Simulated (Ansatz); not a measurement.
# CuO (P4/nmm) in Ansatz: settings compared, part 2 of 2

Ansatz 0.2.0.

### Step 3. Single point, r2SCAN, 11.02 Å³/atom (volume scaled by 0.94)

The input, input.yaml:

```yaml
crystal:
  lattice:
    - [3.1106712801, 0.0, 0.0]
    - [0.0, 3.1106712801, 0.0]
    - [0.0, 0.0, 4.5546168319]
  atoms:
    - { symbol: Cu, position: [0.0, 0.0, 0.0] }
    - { symbol: Cu, position: [0.5, 0.5, 0.0] }
    - { symbol: O, position: [0.5, 0.0, 0.267] }
    - { symbol: O, position: [0.0, 0.5, 0.733] }
hamiltonian:
  xc: r2scan
  pseudopotentials: { kind: paw }
kpoints:
  mp_grid: { grid: [8, 8, 6] }
scf:
  occupations: { method: fermi_dirac, width: 0.05 }
output:
  forces: true
  stress: true
  eigenvalues: true
```

Potentials or basis: Ansatz PAW.

The run is started by

```console
$ ansatz run input.yaml --threads 2 --pin off --max-ram 5632MiB --backend cpu --events-out ev --progress --plain --runs-dir out
```

Wall time 6 s (2 threads of Arm Neoverse V1, shared host); peak memory 0.46 GiB.

Results (log left out):

- Free energy: -14393.0844 eV
- Pressure: 22.6 GPa
- Largest force: 0.658 eV/Å
- Band gap on the k mesh: none (metal or under the smearing width)

Caveat: the run has no spin polarisation, though such a crystal can be magnetic; semilocal functionals often make such compounds metallic where correlation or magnetic order opens a gap, which also shifts bond lengths; the PAW data sets come from PBE, with cores solved anew for the run's functional, which leaves a small shift of forces and pressure.

### Step 4. Single point, r2SCAN, 11.25 Å³/atom (volume scaled by 0.96)

Edit input.yaml of step 3 so:

```diff
@@ -2,5 +2,5 @@
   lattice:
-    - [3.1106712801, 0.0, 0.0]
-    - [0.0, 3.1106712801, 0.0]
-    - [0.0, 0.0, 4.5546168319]
+    - [3.1325781376, 0.0, 0.0]
+    - [0.0, 3.1325781376, 0.0]
+    - [0.0, 0.0, 4.5866926551]
   atoms:
@@ -21 +21,5 @@
   eigenvalues: true
+  write_density: true
+  write_potential: true
+  elf: true
+  volumetric_format: npy
```

The run is started by

```console
$ ansatz run input.yaml --threads 2 --pin off --max-ram 5632MiB --backend cpu --events-out ev --progress --plain --runs-dir out
```

Wall time 7.3 s (2 threads of Arm Neoverse V1, shared host); peak memory 0.46 GiB.

The run converged. Its results:

```yaml
Free_energy: -14393.2031 eV
Pressure: 18.1 GPa
Largest_force: 0.950 eV/Å
Band_gap_on_the_k_mesh: none (metal or under the smearing width)
```

Caveat: the run has no spin polarisation, though such a crystal can be magnetic; semilocal functionals often make such compounds metallic where correlation or magnetic order opens a gap, which also shifts bond lengths; the PAW data sets come from PBE, with cores solved anew for the run's functional, which leaves a small shift of forces and pressure.

### Step 5. Single point, r2SCAN, 11.49 Å³/atom (volume scaled by 0.98)

Edit input.yaml of step 4 so:

```diff
@@ -2,5 +2,5 @@
   lattice:
-    - [3.1325781376, 0.0, 0.0]
-    - [0.0, 3.1325781376, 0.0]
-    - [0.0, 0.0, 4.5866926551]
+    - [3.1541828075, 0.0, 0.0]
+    - [0.0, 3.1541828075, 0.0]
+    - [0.0, 0.0, 4.6183260179]
   atoms:
@@ -21,5 +21 @@
   eigenvalues: true
-  write_density: true
-  write_potential: true
-  elf: true
-  volumetric_format: npy
```

The run is started by

```console
$ ansatz run input.yaml --threads 2 --pin off --max-ram 5632MiB --backend cpu --events-out ev --progress --plain --runs-dir out
```

Wall time 6.1 s (2 threads of Arm Neoverse V1, shared host); peak memory 0.46 GiB.

It converged, with:

| Quantity | Value |
| --- | --- |
| Free energy | -14393.2966 eV |
| Pressure | 14.0 GPa |
| Largest force | 1.217 eV/Å |
| Band gap on the k mesh | none (metal or under the smearing width) |

Caveat: the run has no spin polarisation, though such a crystal can be magnetic; semilocal functionals often make such compounds metallic where correlation or magnetic order opens a gap, which also shifts bond lengths; the PAW data sets come from PBE, with cores solved anew for the run's functional, which leaves a small shift of forces and pressure; forces of over 1 eV/Å show positions far from the minimum, so gaps and moduli don't describe the material at rest.

### Step 6. Single point, r2SCAN, 11.72 Å³/atom

Edit input.yaml of step 5 so:

```diff
@@ -2,5 +2,5 @@
   lattice:
-    - [3.1541828075, 0.0, 0.0]
-    - [0.0, 3.1541828075, 0.0]
-    - [0.0, 0.0, 4.6183260179]
+    - [3.1754955, 0.0, 0.0]
+    - [0.0, 3.1754955, 0.0]
+    - [0.0, 0.0, 4.64953187]
   atoms:
```

Potentials or basis: Ansatz PAW.

The run is started by

```console
$ ansatz run input.yaml --threads 2 --pin off --max-ram 5632MiB --backend cpu --events-out ev --progress --plain --runs-dir out
```

Wall time 6.1 s (2 threads of Arm Neoverse V1, shared host); peak memory 0.46 GiB.

The run converged. Its results:

* Free energy: -14393.3675 eV
* Pressure: 10.3 GPa
* Largest force: 1.463 eV/Å
* Band gap on the k mesh: none (metal or under the smearing width)

Caveat: the run has no spin polarisation, though such a crystal can be magnetic; semilocal functionals often make such compounds metallic where correlation or magnetic order opens a gap, which also shifts bond lengths; the PAW data sets come from PBE, with cores solved anew for the run's functional, which leaves a small shift of forces and pressure; forces of over 1 eV/Å show positions far from the minimum, so gaps and moduli don't describe the material at rest.

### Step 7. Single point, r2SCAN, 11.96 Å³/atom (volume scaled by 1.02)

Edit input.yaml of step 6 so:

```diff
@@ -2,5 +2,5 @@
   lattice:
-    - [3.1754955, 0.0, 0.0]
-    - [0.0, 3.1754955, 0.0]
-    - [0.0, 0.0, 4.64953187]
+    - [3.1965258844, 0.0, 0.0]
+    - [0.0, 3.1965258844, 0.0]
+    - [0.0, 0.0, 4.6803243692]
   atoms:
```

The run is started by

```console
$ ansatz run input.yaml --threads 2 --pin off --max-ram 5632MiB --backend cpu --events-out ev --progress --plain --runs-dir out
```

Run time: 6.1 s. Hardware: 2 threads of Arm Neoverse V1, shared host; peak memory 0.46 GiB.

It converged, with:

```yaml
Free_energy: -14393.4180 eV
Pressure: 7.0 GPa
Largest_force: 1.688 eV/Å
Band_gap_on_the_k_mesh: none (metal or under the smearing width)
```

Caveat: the run has no spin polarisation, though such a crystal can be magnetic; semilocal functionals often make such compounds metallic where correlation or magnetic order opens a gap, which also shifts bond lengths; the PAW data sets come from PBE, with cores solved anew for the run's functional, which leaves a small shift of forces and pressure; forces of over 1 eV/Å show positions far from the minimum, so gaps and moduli don't describe the material at rest.

### Step 8. Single point, r2SCAN, 12.19 Å³/atom (volume scaled by 1.04)

Edit input.yaml of step 7 so:

```diff
@@ -2,5 +2,5 @@
   lattice:
-    - [3.1965258844, 0.0, 0.0]
-    - [0.0, 3.1965258844, 0.0]
-    - [0.0, 0.0, 4.6803243692]
+    - [3.2172831276, 0.0, 0.0]
+    - [0.0, 3.2172831276, 0.0]
+    - [0.0, 0.0, 4.7107169375]
   atoms:
@@ -21 +21,5 @@
   eigenvalues: true
+  write_density: true
+  write_potential: true
+  elf: true
+  volumetric_format: npy
```

The run is started by

```console
$ ansatz run input.yaml --threads 2 --pin off --max-ram 5632MiB --backend cpu --events-out ev --progress --plain --runs-dir out
```

Run time: 7.6 s. Hardware: 2 threads of Arm Neoverse V1, shared host; peak memory 0.46 GiB.

It converged, with:

| Quantity | Value |
| --- | --- |
| Free energy | -14393.4502 eV |
| Pressure | 4.1 GPa |
| Largest force | 1.895 eV/Å |
| Band gap on the k mesh | none (metal or under the smearing width) |

Caveat: the run has no spin polarisation, though such a crystal can be magnetic; semilocal functionals often make such compounds metallic where correlation or magnetic order opens a gap, which also shifts bond lengths; the PAW data sets come from PBE, with cores solved anew for the run's functional, which leaves a small shift of forces and pressure; forces of over 1 eV/Å show positions far from the minimum, so gaps and moduli don't describe the material at rest.

### Step 9. Single point, r2SCAN, 12.42 Å³/atom (volume scaled by 1.06)

Edit input.yaml of step 8 so:

```diff
@@ -2,5 +2,5 @@
   lattice:
-    - [3.2172831276, 0.0, 0.0]
-    - [0.0, 3.2172831276, 0.0]
-    - [0.0, 0.0, 4.7107169375]
+    - [3.2377759293, 0.0, 0.0]
+    - [0.0, 3.2377759293, 0.0]
+    - [0.0, 0.0, 4.7407223129]
   atoms:
@@ -21,5 +21 @@
   eigenvalues: true
-  write_density: true
-  write_potential: true
-  elf: true
-  volumetric_format: npy
```

Potentials or basis: Ansatz PAW.

The run is started by

```console
$ ansatz run input.yaml --threads 2 --pin off --max-ram 5632MiB --backend cpu --events-out ev --progress --plain --runs-dir out
```

Run time: 6.2 s. Hardware: 2 threads of Arm Neoverse V1, shared host; peak memory 0.47 GiB.

It converged, with:

```yaml
Free_energy: -14393.4660 eV
Pressure: 1.4 GPa
Largest_force: 2.084 eV/Å
Band_gap_on_the_k_mesh: none (metal or under the smearing width)
```

Caveat: the run has no spin polarisation, though such a crystal can be magnetic; semilocal functionals often make such compounds metallic where correlation or magnetic order opens a gap, which also shifts bond lengths; the PAW data sets come from PBE, with cores solved anew for the run's functional, which leaves a small shift of forces and pressure; forces of over 1 eV/Å show positions far from the minimum, so gaps and moduli don't describe the material at rest.

### Step 10. Equation of state, r2SCAN

Potentials or basis: Ansatz PAW.

This step only gathers the single runs of the series.

Results:

- Equilibrium volume: 12.56 Å³/atom (rough: see the caveat)
- Bulk modulus at fixed shape and positions: 128 GPa (rough)

Energy against volume, from the lowest point:
| volume (Å³/atom) | energy (meV/atom) |
| --- | --- |
| 11.018 | 95.41 |
| 11.252 | 65.73 |
| 11.487 | 42.36 |
| 11.721 | 24.63 |
| 11.956 | 12.00 |
| 12.190 | 3.95 |
| 12.424 | 0.00 |

Caveat: the minimum lies outside the volumes run; the cell was scaled at fixed shape and fractional positions, which overstates the stiffness of a crystal with free parameters, most of all of layers and chains; the PAW data sets were made with another functional, which shifts forces and pressure a little; the run has no spin polarisation, though such a crystal can be magnetic.
